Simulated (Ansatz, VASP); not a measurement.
# Two plane-wave programs on Au

INCAR

```
  ALGO = Normal
  EDIFF = 1E-6
  ENCUT = 520
  GGA = CA
  ISIF = 2
  ISMEAR = -1
  LASPH = True
  LCHARG = False
  LREAL = False
  LWAVE = False
  NBANDS = 12
  NELM = 60
  PREC = Accurate
  SIGMA = 0.05
```

Contents of KPOINTS:

```
k-points
0
Gamma
  11 11 11
```

File POSCAR:

```
Au
1.0
    0.0000000000      2.0074966285      2.0074966285
    2.0074966285      0.0000000000      2.0074966285
    2.0074966285      2.0074966285      0.0000000000
Au
1
Direct
    0.0000000000      0.0000000000      0.0000000000
```

File input.yaml:

```yaml
crystal:
  lattice:
    - [0.0, 2.0074966285, 2.0074966285]
    - [2.0074966285, 0.0, 2.0074966285]
    - [2.0074966285, 2.0074966285, 0.0]
  atoms:
    - { symbol: Au, position: [0.0, 0.0, 0.0] }
hamiltonian:
  xc: lda
  pseudopotentials: { kind: paw, xc_functional: lda, accuracy: standard }
kpoints:
  mp_grid: { grid: [11, 11, 11] }
scf:
  occupations: { method: fermi_dirac, width: 0.05 }
output:
  forces: true
  stress: true
  eigenvalues: true
  write_density: true
  write_potential: true
  elf: true
  volumetric_format: npy
```

Alike in both runs: task single point; functional LDA; k mesh 11 × 11 × 11; occupations fermi-dirac, width 0.05 eV; no spin polarisation.

|  | VASP | Ansatz |
| --- | --- | --- |
| version | VASP 6.6.1 | Ansatz 0.2.0 |
| potentials or method | VASP PAW LDA potentials, release 64 (Au) | JTH PAW LDA |
| plane-wave cutoff (eV) | 520 | 750 |
| valence electrons in the cell | 11 | 11 |

VASP gave:

```
gap on the k mesh at the Fermi level (eV) : none
pressure (GPa)                            : 5.6
```

**Question.** Which values does Ansatz return?

**Answer.** gap on the k mesh at the Fermi level (eV): none; pressure (GPa): 5.4.

A gap of «none» marks a metal or a gap that the smearing closes.

The runs have no spin-orbit coupling, so splittings on Au are missing.
